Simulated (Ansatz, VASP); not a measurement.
**ZnCu2 in VASP and in Ansatz**

```
CELL_PARAMETERS angstrom
2.58383 0.00000 0.00000
-1.29191 2.23766 0.00000
0.00000 0.00000 6.29337
ATOMIC_POSITIONS crystal
Zn 0.00000 0.00000 0.00000
Cu 0.33333 0.66667 0.66214
Cu 0.66667 0.33333 0.33786
```

The cell comes from a database or a generator and needn't be the stable form of this composition.

Alike in both runs: task single point; functional PBEsol; k mesh 18 × 18 × 8; occupations gaussian, width 0.1 eV; no spin polarisation.

|  | VASP | Ansatz |
| --- | --- | --- |
| version | VASP 6.6.1 | Ansatz 0.2.0 |
| potentials or method | VASP PAW PBE potentials, release 64 (Zn, Cu) | scalar-relativistic, plane waves, PAW |
| plane-wave cutoff (eV) | 520 | 420 |
| valence electrons in the cell | 34 | 50 |

Ansatz gave:

```
gap on the k mesh at the Fermi level (eV)       : none
pressure (GPa)                                  : -1.5
largest component of the traceless stress (GPa) : 0.97
```

Task: Estimate VASP's values.

Result: gap on the k mesh at the Fermi level (eV): none; pressure (GPa): -0.3; largest component of the traceless stress (GPa): 0.90.

A gap of «none» marks a metal or a gap that the smearing closes. The functional is the same, so the differences come from potentials, cutoffs and numerics. The two sets of potentials don't hold the same shells in valence.

Caveats: the PAW data sets were made with another functional, which shifts forces and pressure a little (VASP).
